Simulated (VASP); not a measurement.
## From VASP inputs to Ansatz: SnO (database structure)

INCAR

```
LWAVE = .FALSE.
ALGO = Normal
SIGMA = 0.02
LREAL = .FALSE.
IBRION = -1
LCHARG = .TRUE.
EDIFF = 1E-7
ENCUT = 520
LASPH = .TRUE.
METAGGA = R2SCAN
ISIF = 2
NELM = 120
LELF = .TRUE.
NBANDS = 28
NSW = 0
PREC = Accurate
ISMEAR = -1
```

KPOINTS

```
KPOINTS created by Atomic Simulation Environment
0
Gamma
6 6 6
0 0 0
```

KPOINTS_OPT

```
special points
7
Reciprocal
0.0000000000 0.0000000000 0.0000000000 1
0.0000000000 0.5000000000 0.0000000000 1
0.5000000000 0.5000000000 0.0000000000 1
0.0000000000 0.0000000000 0.5000000000 1
0.0000000000 0.5000000000 0.5000000000 1
0.5000000000 0.5000000000 0.5000000000 1
-0.0572920000 -0.0572920000 0.0000000000 1
```

POSCAR

```
Sn O
 1.0000000000000000
     3.7925880616946528    0.0000000000000000    0.0000000000000000
     0.0000000000000000    3.7925880616946528    0.0000000000000000
     0.0000000000000000    0.0000000000000000    4.7583872278309158
 Sn  O
   2   2
Cartesian
  0.0000000000000000  1.8962940308473264  1.1469289350624805
  1.8962940308473264  0.0000000000000000  3.6114582927684351
  1.8962940308473264  1.8962940308473264  0.0000000000000000
  0.0000000000000000  0.0000000000000000 -0.0000000000000000
```

VASP ran with the recommended PBE PAW datasets (40 valence electrons in the cell).

Translate these files to an Ansatz input.



```yaml
crystal:
  lattice:
    - [3.7925880617, 0.0, 0.0]
    - [0.0, 3.7925880617, 0.0]
    - [0.0, 0.0, 4.7583872278]
  atoms:
    - { symbol: Sn, position: [0.0, 0.5, 0.2410331232] }
    - { symbol: Sn, position: [0.5, 0.0, 0.7589668768] }
    - { symbol: O, position: [0.5, 0.5, 0.0] }
    - { symbol: O, position: [0.0, 0.0, 0.0] }
kpoints:
  mp_grid: { grid: [6, 6, 6] }
  band_path:
    path:
      - [0.0, 0.0, 0.0]
      - [0.0, 0.5, 0.0]
      - [0.5, 0.5, 0.0]
      - [0.0, 0.0, 0.5]
      - [0.0, 0.5, 0.5]
      - [0.5, 0.5, 0.5]
      - [-0.057292, -0.057292, 0.0]
    npoints: 1
hamiltonian:
  xc: r2scan
scf:
  occupations: { method: fermi_dirac, width: 0.02 }
  n_extra_bands: 5
output:
  forces: true
  stress: true
  eigenvalues: true
```

Other inputs would serve too.

```csv
,VASP,Ansatz
gap between bands v and c,0.03 eV,0.02 eV
least direct gap,2.20 eV,2.21 eV
pressure,1.8 GPa,1.2 GPa
largest force,0.12 eV/Å,0.03 eV/Å
```

The two codes use different PAW datasets and cutoffs. VASP's cell holds 40 valence electrons and Ansatz's 40. Ansatz's stress includes a Pulay correction; VASP's doesn't.
